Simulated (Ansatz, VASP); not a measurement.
## Two plane-wave programs on GaAs

```
CELL_PARAMETERS angstrom
0.00000 2.84557 2.84557
2.84557 0.00000 2.84557
2.84557 2.84557 0.00000
ATOMIC_POSITIONS crystal
As 0.75000 0.75000 0.75000
Ga 0.00000 0.00000 0.00000
```

Change from the starting cell: volume scaled by 1.02.

Alike in both runs: task single point; functional PBE; k mesh 8 × 8 × 8; occupations fermi-dirac, width 0.05 eV; no spin polarisation.

|  | VASP | Ansatz |
| --- | --- | --- |
| version | VASP 6.6.1 | Ansatz 0.2.0 |
| potentials or method | VASP PAW PBE potentials, release 64 (As, Ga_d) | Ansatz PAW |
| plane-wave cutoff (eV) | 520 | 420 |
| valence electrons in the cell | 18 | 28 |

```csv
,VASP,Ansatz,Ansatz less VASP
gap on the k mesh at the Fermi level (eV),0.37,0.37,-0.004
least direct gap on the mesh (eV),0.37,0.37,-0.004
pressure (GPa),2.0,1.8,-0.18
```

The two sets of potentials don't hold the same shells in valence.
